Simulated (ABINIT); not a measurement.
The system is Ti2C.

```
CELL_PARAMETERS angstrom
1.54070 0.88952 4.81377
-1.54070 0.88952 4.81377
0.00000 -1.77905 4.81377
ATOMIC_POSITIONS crystal
Ti 0.75450 0.75450 0.75450
Ti 0.24550 0.24550 0.24550
C 0.50000 0.50000 0.50000
```

The cell comes from a database or a generator and needn't be the stable form of this composition.

- Program: ABINIT 10.8.3 (patched build)
- Task: relaxation of cell and atoms
- Functional: LDA
- Potentials or basis: JTH PAW LDA v2.0
- Cutoff: 517 eV
- k mesh: 10 × 10 × 10
- Occupations: fermi-dirac, width 0.05 eV
- Spin: no spin polarisation

At the start: pressure -8.7 GPa; volume 13.19 Å³/atom.

Problem. Where does the relaxation end?

Solution. Over 8 steps the energy falls by 17.6 meV/atom and the volume is 12.52 Å³/atom (-5.1 %); space group R-3m (No. 166, to 0.05 Å).

The path:
| step | energy change (eV) | largest force (eV/Å) | pressure (GPa) | volume (Å³) |
| --- | --- | --- | --- | --- |
| 1 | 0.0000 | 0.3405 | -8.72 | 39.58 |
| 2 | -0.0416 | 0.0194 | -3.55 | 38.54 |
| 3 | -0.0494 | 0.2200 | -0.03 | 37.86 |
| 4 | -0.0503 | 0.1878 | 0.03 | 37.81 |
| 5 | -0.0525 | 0.0111 | 0.01 | 37.61 |
| 6 | -0.0526 | 0.0018 | -0.01 | 37.60 |
| 7 | -0.0527 | 0.0075 | -0.02 | 37.57 |
| 8 | -0.0527 | 0.0019 | -0.01 | 37.57 |

Final structure:
```yaml
crystal:
  lattice:
    - [1.51472, 0.87452, 4.72687]
    - [-1.51472, 0.87452, 4.72687]
    - [0.00000, -1.74905, 4.72687]
  atoms:
    - { symbol: Ti, position: [0.75365, 0.75365, 0.75365] }
    - { symbol: Ti, position: [0.24635, 0.24635, 0.24635] }
    - { symbol: C, position: [0.50000, 0.50000, 0.50000] }
```
